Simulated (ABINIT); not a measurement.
# Au (Im-3m) in ABINIT: further runs, part 2 of 2

ABINIT 10.8.3 (patched build). The steps go on from the part before.

### Step 3. Band structure, AM05

run.abi reads:

```
# Datasets: ground state, then fixed potential
ndtset 2

# Pseudopotentials
pp_dirpath "./"
pseudos "Au.GGA_PBE-JTH.xml"

# Structure
acell 3*1.0
rprim
    -3.1317845248     3.1317845248     3.1317845248
     3.1317845248    -3.1317845248     3.1317845248
     3.1317845248     3.1317845248    -3.1317845248
ntypat 1
znucl 79
natom 1
typat 1
xred
     0.0000000000     0.0000000000     0.0000000000

# Plane-wave basis
ecut 24.0
pawecutdg 46.0
pawxcdev 0

# Exchange and correlation
ixc -120135

# Bands and occupations
occopt 3
tsmear 0.05 eV

# SCF cycle
nstep 100

# Output
iomode 3
prtwf 0
prteig 0
prtebands 0
enunit 1
prtden1 1
prtvha1 1
prtvclmb1 1
prtpot1 1

# Dataset 1
kptopt1 1
ngkpt1 11 11 11
nshiftk1 1
shiftk1 0.0 0.0 0.0
nband1 10
tolvrs1 1.0e-9

# Dataset 2: bands along G-H-N-G-P-H
iscf2 -2
getden2 1
nband2 16
nbdbuf2 4
tolwfr2 1.0e-11
kptopt2 -5
ndivsm2 8
prteig2 1
kptbounds2
     0.0000000000     0.0000000000     0.0000000000
     0.5000000000    -0.5000000000     0.5000000000
     0.0000000000     0.0000000000     0.5000000000
     0.0000000000     0.0000000000     0.0000000000
     0.2500000000     0.2500000000     0.2500000000
     0.5000000000    -0.5000000000     0.5000000000
```

Potentials or basis: JTH PAW PBE v2.0.

Command:

```sh
> abinit run.abi > log 2>&1
```

run.abo:

```text
.Version 10.8.3 of ABINIT
 DATASET    1 : space group Im -3 m (#229); Bravais cI (body-center cubic)
================================================================================
 Values of the parameters that define the memory need for DATASET  1.
     intxc =       0    ionmov =       0      iscf =      17    lmnmax =      18
     lnmax =       6     mgfft =      24  mpssoang =       3    mqgrid =    3001
     natom =       1  nloc_mem =       2    nspden =       1   nspinor =       1
    nsppol =       1      nsym =      48    n1xccc =       1    ntypat =       1
    occopt =       3   xclevel =       2
       mpw =         703          nfft =       13824          nkpt =          56
 PAW method is used; the additional fine FFT grid is defined by:
   mgfftf=        36    nfftf =     46656
================================================================================
================================================================================

 DATASET    2 : space group Im -3 m (#229); Bravais cI (body-center cubic)
================================================================================
 Values of the parameters that define the memory need for DATASET  2.
     intxc =       0    ionmov =       0      iscf =      -2    lmnmax =      18
     lnmax =       6     mgfft =      24  mpssoang =       3    mqgrid =    3001
     natom =       1  nloc_mem =       2    nspden =       1   nspinor =       1
    nsppol =       1      nsym =      48    n1xccc =       1    ntypat =       1
    occopt =       3   xclevel =       2
       mpw =         712          nfft =       13824          nkpt =          48
 PAW method is used; the additional fine FFT grid is defined by:
   mgfftf=        36    nfftf =     46656
================================================================================
================================================================================

--------------------------------------------------------------------------------
------------- Echo of variables that govern the present computation ------------
[... 618 lines left out ...]
 Mean square residual over all n,k,spin=   61.199E-13; max=  99.668E-13
 reduced coordinates (array xred) for    1 atoms
       0.000000000000      0.000000000000      0.000000000000

 cartesian coordinates (angstrom) at end:
    1      0.00000000000000     0.00000000000000     0.00000000000000
 length scales=  1.000000000000  1.000000000000  1.000000000000 bohr
              =  0.529177210544  0.529177210544  0.529177210544 angstroms
 Eigenvalues (   eV  ) for nkpt=  48  k points:
 kpt#   1, nband= 16, wtk=  1.00000, kpt=  0.0000  0.0000  0.0000 (reduced coord)
  -2.60418    2.13516    2.13516    2.13516    3.88059    3.88059   23.72437   23.72437
  23.72437   29.85204   29.85204   29.85204   30.84262   30.84262   35.83432   35.83571
 kpt#   2, nband= 16, wtk=  1.00000, kpt=  0.0455 -0.0455  0.0455 (reduced coord)
  -2.46006    2.14097    2.14097    2.18439    3.79767    3.91205   23.51880   23.87990
  23.87990   27.69606   29.28595   29.28595   31.38035   32.42445   35.97974   36.34421
 kpt#   3, nband= 16, wtk=  1.00000, kpt=  0.0909 -0.0909  0.0909 (reduced coord)
  -2.03683    2.16601    2.16601    2.32946    3.55893    3.99865   23.05930   24.20340
  24.20340   25.08485   28.13158   28.13158   32.82322   33.53873   35.65545   37.48516
 kpt#   4, nband= 16, wtk=  1.00000, kpt=  0.1364 -0.1364  0.1364 (reduced coord)
  -1.36557    2.23029    2.23029    2.56238    3.19234    4.12216   22.58104   22.73334
  23.98640   23.98640   27.56747   27.56747   34.10792   34.89868   35.17637   38.88533
 kpt#   5, nband= 16, wtk=  1.00000, kpt=  0.1818 -0.1818  0.1818 (reduced coord)
  -0.51531    2.35936    2.35936    2.73813    2.86959    4.27691   20.82162   22.20182
  22.63210   22.63210   28.37786   28.37786   34.34181   34.73560   37.43182   38.55020
 kpt#   6, nband= 16, wtk=  1.00000, kpt=  0.2273 -0.2273  0.2273 (reduced coord)
   0.36360    2.24160    2.57657    2.57657    3.23176    4.53345   19.44273   20.81312
[... 113 lines left out ...]
   1.27773    1.27773    2.13970    4.37858    4.37858   10.54411   12.24664   12.24664
  23.53947   23.99902   23.99902   29.87131   35.17886   39.52976   39.52976   45.53582
 kpt#  45, nband= 16, wtk=  1.00000, kpt=  0.4250 -0.2750  0.4250 (reduced coord)
   0.92460    0.92460    3.01276    4.57237    4.57237   10.96340   12.50863   12.50863
  21.26959   23.04564   23.04564   31.65091   35.22905   40.01978   40.01978   45.52757
 kpt#  46, nband= 16, wtk=  1.00000, kpt=  0.4500 -0.3500  0.4500 (reduced coord)
   0.63276    0.63276    3.92081    4.74640    4.74640   11.53874   12.72503   12.72503
  18.79178   22.36198   22.36198   32.65739   36.67013   40.40921   40.40921   45.54925
 kpt#  47, nband= 16, wtk=  1.00000, kpt=  0.4750 -0.4250  0.4750 (reduced coord)
   0.44267    0.44267    4.63561    4.86748    4.86748   12.32135   12.86054   12.86054
  16.64681   21.95531   21.95531   32.74523   39.16012   40.65310   40.65310   45.38535
 kpt#  48, nband= 16, wtk=  1.00000, kpt=  0.5000 -0.5000  0.5000 (reduced coord)
   0.37690    0.37690    4.91094    4.91094    4.91094   12.90572   12.90572   12.90572
  15.56580   21.82095   21.82095   32.71525   40.73346   40.73346   40.73346   45.39256

== END DATASET(S) ==============================================================
================================================================================

 -outvars: echo values of variables after computation  --------
            acell      1.0000000000E+00  1.0000000000E+00  1.0000000000E+00 Bohr
           etotal1    -3.4196575200E+01
            fcart1    -0.0000000000E+00 -0.0000000000E+00 -0.0000000000E+00
            rprim     -3.1317845248E+00  3.1317845248E+00  3.1317845248E+00
                       3.1317845248E+00 -3.1317845248E+00  3.1317845248E+00
                       3.1317845248E+00  3.1317845248E+00 -3.1317845248E+00
           strten1     3.0092703097E-04  3.0092703097E-04  3.0092703097E-04
                       0.0000000000E+00  0.0000000000E+00  0.0000000000E+00
 Calculation completed.
```

It took 44 s on 1 thread of Arm Neoverse V1, shared host; peak memory 0.1 GiB.

What came out:

```
Free energy                                           : -930.5362 eV
Pressure                                              : -8.9 GPa
Band gap on the k mesh                                : none (metal or under the smearing width)
Valence electrons inside the program's atomic spheres : Au 9.42 (radii [1.3275] Å)
```

Levels at the corners of the path, in eV from the Fermi level:
| point | band 1 | band 2 | band 3 | band 4 | band 5 | band 6 | band 7 | band 8 | band 9 | band 10 |
| --- | --- | --- | --- | --- | --- | --- | --- | --- | --- | --- |
| Γ | -9.10 | -4.36 | -4.36 | -4.36 | -2.62 | -2.62 | 17.23 | 17.23 | 17.23 | 23.36 |
| H | -6.12 | -6.12 | -1.58 | -1.58 | -1.58 | 6.41 | 6.41 | 6.41 | 9.07 | 15.33 |
| N | -6.54 | -5.34 | -2.75 | -2.44 | -1.24 | -0.28 | 3.32 | 12.73 | 13.76 | 20.89 |
| Γ | -9.10 | -4.36 | -4.36 | -4.36 | -2.62 | -2.62 | 17.23 | 17.23 | 17.23 | 23.36 |
| P | -4.82 | -4.82 | -4.82 | -2.40 | -2.40 | 2.85 | 7.05 | 7.05 | 7.05 | 27.32 |
| H | -6.12 | -6.12 | -1.58 | -1.58 | -1.58 | 6.41 | 6.41 | 6.41 | 9.07 | 15.33 |

Caveat: the PAW data sets were made with another functional, which shifts forces and pressure a little; spin-orbit coupling is left out, which moves the levels of the heavy elements.

### Step 4. Band structure, r2SCAN

Changes to run.abi since step 3:

```diff
@@ -23,6 +23,7 @@
 pawecutdg 46.0
-pawxcdev 0
 
 # Exchange and correlation
-ixc -120135
+ixc -497498
+usekden 1
+pawxcdev 0
 
@@ -42,2 +43,3 @@
 prtden1 1
+prtkden1 1
 prtvha1 1
@@ -52,3 +54,3 @@
 nband1 10
-tolvrs1 1.0e-9
+tolvrs1 1.0e-7
 
@@ -57,2 +59,3 @@
 getden2 1
+getkden2 1
 nband2 16
```

Command:

```sh
> abinit run.abi > log 2>&1
```

It took 1.9 min on 1 thread of Arm Neoverse V1, shared host; peak memory 0.11 GiB.

The run converged. Its results:

- Free energy: 416.9926 eV
- Pressure: -3.7 GPa
- Band gap on the k mesh: none (metal or under the smearing width)
- Valence electrons inside the program's atomic spheres: Au 9.46 (radii [1.3275] Å)

Levels at the corners of the path, in eV from the Fermi level:
| point | band 1 | band 2 | band 3 | band 4 | band 5 | band 6 | band 7 | band 8 | band 9 | band 10 |
| --- | --- | --- | --- | --- | --- | --- | --- | --- | --- | --- |
| Γ | -9.26 | -4.68 | -4.68 | -4.68 | -2.90 | -2.90 | 18.03 | 18.03 | 18.03 | 24.16 |
| H | -6.42 | -6.42 | -1.82 | -1.82 | -1.82 | 6.76 | 6.76 | 6.76 | 9.42 | 16.05 |
| N | -6.81 | -5.67 | -3.04 | -2.73 | -1.47 | -0.07 | 3.41 | 13.38 | 14.29 | 21.83 |
| Γ | -9.26 | -4.68 | -4.68 | -4.68 | -2.90 | -2.90 | 18.03 | 18.03 | 18.03 | 24.16 |
| P | -5.07 | -5.07 | -5.07 | -2.69 | -2.69 | 2.96 | 7.43 | 7.43 | 7.43 | 28.45 |
| H | -6.42 | -6.42 | -1.82 | -1.82 | -1.82 | 6.76 | 6.76 | 6.76 | 9.42 | 16.05 |

Caveat: totals of a meta-GGA on PAW files have another zero than those of a GGA; the PAW data sets were made with another functional, which shifts forces and pressure a little; spin-orbit coupling is left out, which moves the levels of the heavy elements.

### Step 5. Band structure, SCAN

Changes to run.abi since step 4:

```diff
@@ -25,3 +25,3 @@
 # Exchange and correlation
-ixc -497498
+ixc -263267
 usekden 1
```

Command:

```sh
> abinit run.abi > log 2>&1
```

Wall time 2.1 min (1 thread of Arm Neoverse V1, shared host); peak memory 0.11 GiB.

It converged, with:

```yaml
Free_energy: 382.7402 eV
Pressure: -7.1 GPa
Band_gap_on_the_k_mesh: none (metal or under the smearing width)
Valence_electrons_inside_the_program's_atomic_spheres: Au 9.46 (radii [1.3275] Å)
```

Levels at the corners of the path, in eV from the Fermi level:
| point | band 2 | band 3 | band 4 | band 5 | band 6 | band 7 | band 8 | band 9 |
| --- | --- | --- | --- | --- | --- | --- | --- | --- |
| Γ | -4.53 | -4.53 | -4.53 | -2.80 | -2.80 | 18.22 | 18.22 | 18.22 |
| H | -6.33 | -1.64 | -1.64 | -1.64 | 6.66 | 6.66 | 6.66 | 9.21 |
| N | -5.53 | -2.93 | -2.63 | -1.28 | -0.13 | 3.37 | 13.43 | 14.13 |
| Γ | -4.53 | -4.53 | -4.53 | -2.80 | -2.80 | 18.22 | 18.22 | 18.22 |
| P | -4.95 | -4.95 | -2.59 | -2.59 | 2.79 | 7.44 | 7.44 | 7.44 |
| H | -6.33 | -1.64 | -1.64 | -1.64 | 6.66 | 6.66 | 6.66 | 9.21 |

Caveat: totals of a meta-GGA on PAW files have another zero than those of a GGA; the PAW data sets were made with another functional, which shifts forces and pressure a little; spin-orbit coupling is left out, which moves the levels of the heavy elements.

### Step 6. Summary

| level | gap on the mesh (eV) | pressure (GPa) |
| --- | --- | --- |
| BLYP | none | 9.4 |
| AM05 | none | -8.9 |
| r2SCAN | none | -3.7 |
| SCAN | none | -7.1 |

Alike in all rows: task band structure; potentials or basis JTH PAW PBE v2.0; no spin polarisation; cell as given; k mesh 11 × 11 × 11; cutoff (eV) 653; smearing fermi-dirac 0.05 eV.

Every run on the cell as given and a fine mesh finds a metal. The pressure there spans -8.9 GPa (AM05) to 9.4 GPa (BLYP); a positive pressure means that this level wants a larger cell, a negative one a smaller.

Caveats: the PAW data sets were made with another functional, which shifts forces and pressure a little; spin-orbit coupling is left out, which moves the levels of the heavy elements; totals of a meta-GGA on PAW files have another zero than those of a GGA (some runs).

Absolute energies hang on the potentials; compare differences alone.
